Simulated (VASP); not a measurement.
These are PBE GGA with D3 dispersion (Becke-Johnson damping), VASP's PBE PAW potentials (set 64) (plane waves; VASP 6.6.1) values and carry that method's errors.

VASP ran on this input.

File KPOINTS:
```
Regular mesh
0
Gamma
  7 7 7
0 0 0
```

**INCAR**
```
! general
SYSTEM   =  CsI
PREC     =  Accurate
ENCUT    =  520
LREAL    =  .FALSE.
LASPH    =  .TRUE.

! electronic loop
EDIFF    =  1E-7
NELM     =  100
ALGO     =  Normal
LMAXMIX  =  4

! smearing
ISMEAR   =  -5

! functional
GGA      =  PE
IVDW     =  12

! ions
ISIF     =  2

! output
LWAVE    =  .FALSE.
LCHARG   =  .TRUE.
LORBIT   =  11
NEDOS    =  601
```

File POSCAR:
```
CsI
1
    4.5700000000     0.0000000000     0.0000000000
    0.0000000000     4.5700000000     0.0000000000
    0.0000000000     0.0000000000     4.5700000000
Cs I
1 1
Direct
  0.0000000000   0.0000000000   0.0000000000
  0.5000000000   0.5000000000   0.5000000000
```

POTCAR, in this order: Cs_sv I (PBE.64 set). Program: vasp_std.

The run wrote:

OSZICAR:
```
       N       E                     dE             d eps       ncg     rms          rms(c)
DAV:   1     0.912923742593E+02    0.91292E+02   -0.61265E+03   480   0.109E+03
DAV:   2     0.192266316770E+01   -0.89370E+02   -0.84920E+02   728   0.164E+02
DAV:   3    -0.546695813988E+01   -0.73896E+01   -0.73737E+01   604   0.536E+01
DAV:   4    -0.556678942959E+01   -0.99831E-01   -0.99811E-01   576   0.787E+00
DAV:   5    -0.556809254736E+01   -0.13031E-02   -0.13030E-02   600   0.942E-01    0.159E+00
DAV:   6    -0.544912468363E+01    0.11897E+00   -0.16141E-01   544   0.192E+00    0.122E+00
DAV:   7    -0.542449677115E+01    0.24628E-01   -0.13827E-01   568   0.183E+00    0.592E-01
DAV:   8    -0.542786448124E+01   -0.33677E-02   -0.96117E-03   528   0.640E-01    0.847E-02
DAV:   9    -0.542825512856E+01   -0.39065E-03   -0.89090E-04   604   0.206E-01    0.759E-02
DAV:  10    -0.542834325603E+01   -0.88127E-04   -0.12386E-04   536   0.786E-02    0.132E-02
DAV:  11    -0.542834161907E+01    0.16370E-05   -0.36739E-05   600   0.316E-02    0.543E-03
DAV:  12    -0.542834203296E+01   -0.41389E-06   -0.37501E-06   548   0.140E-02    0.246E-03
DAV:  13    -0.542834205004E+01   -0.17078E-07   -0.11674E-07   452   0.262E-03
   1 F= -.59074963E+01 E0= -.59074963E+01  d E =0.000000E+00
```

OUTCAR:
```
------------------------ aborting loop because EDIFF is reached ----------------------------------------
 Edisp (eV)   -0.47915
  FORCE on cell =-STRESS in cart. coord.  units (eV):
  Direction    XX          YY          ZZ          XY          YZ          ZX
  --------------------------------------------------------------------------------------
  Total      -0.02167    -0.02167    -0.02167     0.00000    -0.00000     0.00000
  in kB      -0.36381    -0.36381    -0.36381     0.00000    -0.00000     0.00000
  external pressure =       -0.36 kB  Pullay stress =        0.00 kB
  volume of cell :       95.44
      direct lattice vectors                 reciprocal lattice vectors
     4.570000000  0.000000000  0.000000000     0.218818381  0.000000000  0.000000000
     0.000000000  4.570000000  0.000000000     0.000000000  0.218818381  0.000000000
     0.000000000  0.000000000  4.570000000     0.000000000  0.000000000  0.218818381
 POSITION                                       TOTAL-FORCE (eV/Angst)
 -----------------------------------------------------------------------------------
      0.00000      0.00000      0.00000         0.000000      0.000000      0.000000
      2.28500      2.28500      2.28500         0.000000      0.000000      0.000000
 -----------------------------------------------------------------------------------
    total drift:                               -0.000000      0.000000      0.000000
  FREE ENERGIE OF THE ION-ELECTRON SYSTEM (eV)
  ---------------------------------------------------
  free  energy   TOTEN  =        -5.9074962952 eV

  energy  without entropy=       -5.9074962952  energy(sigma->0) =       -5.90749630

 total charge

# of ion       s       p       d       tot
------------------------------------------
    1        1.835   4.704   0.029   6.568
    2        1.495   2.839   0.002   4.336
--------------------------------------------------
tot          3.330   7.544   0.031  10.904
```
(Selected blocks of OUTCAR.)

The compound is CsI in the CsCl type structure. The cell was not relaxed at this level.
